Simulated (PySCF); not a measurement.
**trans-1,2-dichloroethene: 4 charge schemes on one density**

Compound: trans-1,2-dichloroethene, C2H2Cl2.
Z-matrix (Å and degrees, GFN2-xTB geometry), rows numbered from 1:
```
Cl
C   1  1.7124
C   2  1.3238  1  121.45
Cl  3  1.7126  2  121.47  1   179.97
H   2  1.0786  1  114.79  3   179.91
H   3  1.0785  2  123.79  1    -0.06
```

Density: PBE0/pcSseg-1 (PySCF); schemes: Mulliken, IAO, Hirshfeld and ESP-fitted. Isolated species at its GFN2-xTB geometry, gas phase.

**Question.** Which atoms carry the highest charge in the Mulliken, IAO, Hirshfeld and ESP-fitted schemes?

**Answer.** All schemes pick atoms of one kind: Mulliken H5 and H6 (+0.166); IAO H5 and H6 (+0.182); Hirshfeld H5 and H6 (+0.059); ESP-fitted H6 (+0.209).

**Question.** Do the Mulliken, IAO, Hirshfeld and ESP-fitted schemes agree on where the charge is lowest?

**Answer.** All schemes pick atoms of one kind: Mulliken C3 (-0.094); IAO C2 and C3 (-0.180); Hirshfeld C2 and C3 (-0.042); ESP-fitted C3 (-0.159).

**Question.** At which atom do the 4 schemes differ most?

**Answer.** At H6: from +0.059 (Hirshfeld) to +0.209 e (ESP-fitted), 0.150 e apart.

**Question.** Tabulate the Mulliken, IAO, Hirshfeld and ESP-fitted charges.

**Answer.** In e:

```tsv
atom	environment	Mulliken	IAO	Hirshfeld	ESP-fitted
Cl1	vinyl chlorine	-0.073	-0.002	-0.018	-0.054
C2	vinylic C–Cl carbon	-0.093	-0.180	-0.042	-0.151
C3	vinylic C–Cl carbon	-0.094	-0.180	-0.042	-0.159
Cl4	vinyl chlorine	-0.073	-0.002	-0.018	-0.053
H5	vinylic hydrogen	+0.166	+0.182	+0.059	+0.207
H6	vinylic hydrogen	+0.166	+0.182	+0.059	+0.209
```

Mean size of the charges over all atoms: ESP-fitted 0.139 e, IAO 0.121 e, Mulliken 0.111 e, Hirshfeld 0.039 e. Each set sums to the total charge, 0, to within 0.001 e. The Mulliken scheme gives each basis function's population to the atom it is centred on and halves the overlap population of two atoms between them.

**Question.** How many electrons does the Mulliken scheme count on Cl1?

**Answer.** Z − q = 17 − (-0.073) = 17.073.

**Question.** Sum the charges by element.

**Answer.** 
```csv
element,atoms,Mulliken,IAO,Hirshfeld,ESP-fitted
Cl,2,-0.145,-0.003,-0.036,-0.106
C,2,-0.187,-0.361,-0.083,-0.310
H,2,+0.332,+0.364,+0.118,+0.417
```
